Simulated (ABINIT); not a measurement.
Cu:

```
Cu
1.0
    -1.44279    1.44279    1.37608
     1.44279   -1.44279    1.37608
     1.44279    1.44279   -1.37608
Cu
1
Direct
  0.00000 0.00000 0.00000
```

This isn't the form of Cu at room conditions, which is fcc.

* Program: ABINIT 10.8.3 (patched build)
* Task: relaxation of cell and atoms
* Functional: PW91
* Potentials or basis: JTH PAW PBE v2.0
* Cutoff: 844 eV
* k mesh: 10 × 10 × 10
* Occupations: fermi-dirac, width 0.05 eV
* Spin: no spin polarisation

At the start: pressure 7.4 GPa; volume 11.46 Å³/atom.

**Question.** Where does the relaxation end?

**Answer.** Over 8 steps the energy falls by 16.3 meV/atom and the volume is 12.04 Å³/atom (+5.0 %); space group I4/mmm (No. 139, to 0.05 Å).

The path:
```csv
step,energy change (eV),largest force (eV/Å),pressure (GPa),volume (Å³)
1,0.0000,0.0000,7.38,11.46
2,-0.0090,0.0000,3.65,11.72
3,-0.0128,0.0000,0.23,12.00
4,-0.0133,0.0000,-0.29,12.04
5,-0.0152,0.0000,-1.57,12.17
6,-0.0159,0.0000,-1.11,12.13
7,-0.0163,0.0000,0.05,12.03
8,-0.0163,0.0000,0.00,12.04
```

Final structure:
```
Cu
1.0
    -1.49743    1.49743    1.34187
     1.49743   -1.49743    1.34187
     1.49743    1.49743   -1.34187
Cu
1
Direct
  0.00000 0.00000 0.00000
```

Caveat: the PAW data sets were made with another functional, which shifts forces and pressure a little.
